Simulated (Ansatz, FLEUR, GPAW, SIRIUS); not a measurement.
**One calculation of Li2Se, 6 ways**

```
CELL_PARAMETERS angstrom
0.00000 3.00250 3.00250
3.00250 0.00000 3.00250
3.00250 3.00250 0.00000
ATOMIC_POSITIONS crystal
Se 0.00000 0.00000 0.00000
Li 0.75000 0.75000 0.75000
Li 0.25000 0.25000 0.25000
```

Alike in all runs: task equation of state; functional PBEsol; k mesh 8 × 8 × 8; occupations fermi-dirac, width 0.05 eV; no spin polarisation; no spin-orbit coupling.

```csv
program and potentials,plane-wave cutoff (eV),notes,equilibrium volume (Å³/atom),bulk modulus (GPa)
"Ansatz, Ansatz PAW",420,"potentials made for PBE, which Ansatz adapts in part",17.51,35.1
"SIRIUS, PseudoDojo 0.4.1 PBEsol standard (scalar relativistic)",1177,-,17.51,35.2
"SIRIUS, all-electron FP-LAPW, apw+lo standard",-,-,17.50,35.8
"Ansatz, all-electron LAPW, scalar-relativistic",-,-,17.50,35.1
"GPAW, PAW data sets generated for this functional",800,-,17.59,35.1
"FLEUR, all-electron, FLAPW",-,-,17.50,35.2
```

The equilibrium volume spans 17.50 (SIRIUS, all-electron FP-LAPW, apw+lo standard) to 17.59 Å³/atom (GPAW, PAW data sets generated for this functional), with all-electron results at 17.50. The bulk modulus spans 35.1 (GPAW, PAW data sets generated for this functional) to 35.8 GPa (SIRIUS, all-electron FP-LAPW, apw+lo standard), with all-electron results at 35.1 to 35.8.

Differences between rows come from potentials, basis sets and numerical settings, since the functional is the same but for its coding. Runs on potential files found faulty are left out.
